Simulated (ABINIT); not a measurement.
Runs of ABINIT 10.8.3 (patched build) on EuS. Symmetry: Fm-3m, No. 225, cubic system. Conventional cell: a = 5.957 Å, b = 5.957 Å, c = 5.957 Å, α = 90.00°, β = 90.00°, γ = 90.00°. Around Eu (site symmetry m-3m) lie 6 S at 2.98 Å. Around S (site symmetry m-3m) lie 6 Eu at 2.98 Å. 

| task | level | potentials or basis | U | cell | k mesh | cutoff (eV) | line searches a band (nline) | cutoff smearing ecutsm (Ha) | bands in the sums | broadening (eV) | scissor shift (eV) | other keys | gap on the mesh (eV) | pressure (GPa) | moment (μB) |
| --- | --- | --- | --- | --- | --- | --- | --- | --- | --- | --- | --- | --- | --- | --- | --- |
| optical spectrum | PBE | PseudoDojo NC SR PBE v0.4 lanthanides 3+ (4f in core; v0.4.1 standard for the other elements) | - | cell relaxed at zero pressure by an earlier run | 6 × 6 × 6, with 4 shifts | 707 | 1 | 0.5 | 16 | 0.05 | 0 | nline = 1 | - | 0.0 | 0.00 |
| single point | PBE | PseudoDojo NC SR PBE v0.4 lanthanides 3+ (4f in core; v0.4.1 standard for the other elements) | - | cell relaxed | 6 × 6 × 6 | 707 | - | - | - | - | - | - | none | 0.0 | 0.00 |
| single point | PBE+D3+U | JTH PAW PBE v2.0 | Eu f U = 8 eV | as given | 6 × 6 × 6 | 408 | - | - | - | - | - | - | (a) | - | 7.00 |
| phonons | PBE+D3+U | JTH PAW PBE v2.0 | Eu f U = 8 eV | as given | 4 × 4 × 4, with 4 shifts | 408 | - | - | - | - | - | - | - | - | 7.00 |
| single point | PBE | PseudoDojo NC SR PBE v0.4 lanthanides 3+ (4f in core; v0.4.1 standard for the other elements) | - | as given | 6 × 6 × 6 | 571 | - | - | - | - | - | - | none | -11.3 | 0.00 |

Alike in all rows: spin collinear, ferromagnetic start; smearing fermi-dirac 0.05 eV.

Estimate the missing entries.

(a) 0.61.

Caveats: spin-orbit coupling is left out, which moves the levels of the heavy elements; the 4f electrons are frozen in the core as for a trivalent ion, so they carry no moment and show no levels, and Eu and Yb are often divalent (some runs); a cell with one magnetic atom can't hold antiferromagnetic order, which such compounds often take (some runs); the intraband (Drude) term is left out (some runs); spectra need much finer meshes, so this one isn't converged (some runs); independent-particle spectra lack excitons (some runs); the mesh is coarse for a metal's response (some runs).

A k mesh can miss the band edges, and the runs leave out spin-orbit coupling on Eu.

A gap of «none» marks a metal or a gap under the smearing width.

The runs don't all hold the same shells in valence.
